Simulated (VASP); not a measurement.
Write the native input for VASP 6.6.1 that does the following.

```
Task                   : single point
Functional             : PBEsol
Potentials or basis    : VASP PAW PBE potentials, release 64 (Li_sv, Cl)
Cutoff                 : 520 eV
k mesh                 : 8 × 8 × 8
Occupations            : gaussian, width 0.05 eV
Spin                   : no spin polarisation
Dipole correction      : no
Further INCAR settings : ALGO = Normal; EDIFF = 1e-07; NBANDS = 12
```

The structure of LiCl lies in POSCAR:

```
LiCl
1.0
    0.0000000000      2.6160552000      2.5647600000
    2.6160552000      0.0000000000      2.5647600000
    2.6160552000      2.6160552000      0.0000000000
Li Cl
1 1
Direct
    0.0000000000      0.0000000000      0.0000000000
    0.5000000000      0.5000000000      0.5000000000
```

The cell isn't the ideal one: strain +0.0200 x Voigt [1, 1, 0, 0, 0, 0], atoms carried along.

One way to write it, as run:

INCAR

```
SYSTEM = LiCl
ALGO = Normal
EDIFF = 1E-7
ENCUT = 520
GGA = PS
ISIF = 2
ISMEAR = 0
LASPH = .True.
LCHARG = .False.
LREAL = .False.
LWAVE = .False.
NBANDS = 12
NELM = 80
PREC = Accurate
SIGMA = 0.05
```

KPOINTS

```
k-points
0
Gamma
  8 8 8
  0 0 0
```

Potentials or basis: VASP PAW PBE potentials, release 64 (Li_sv, Cl).

Command:

```console
$ cat potpaw_PBE.64/Li_sv/POTCAR potpaw_PBE.64/Cl/POTCAR > POTCAR
$ mpirun -np 1 vasp_std > vasp.out
```

Results of the run:

| Item | Value |
| --- | --- |
| Band gap on the k mesh | 5.90 eV, direct |

Wall time 9.6 s on 1 thread of Intel(R) Xeon(R) 6975P-C (Granite Rapids), with other jobs on the host, peak memory 0.15 GiB.
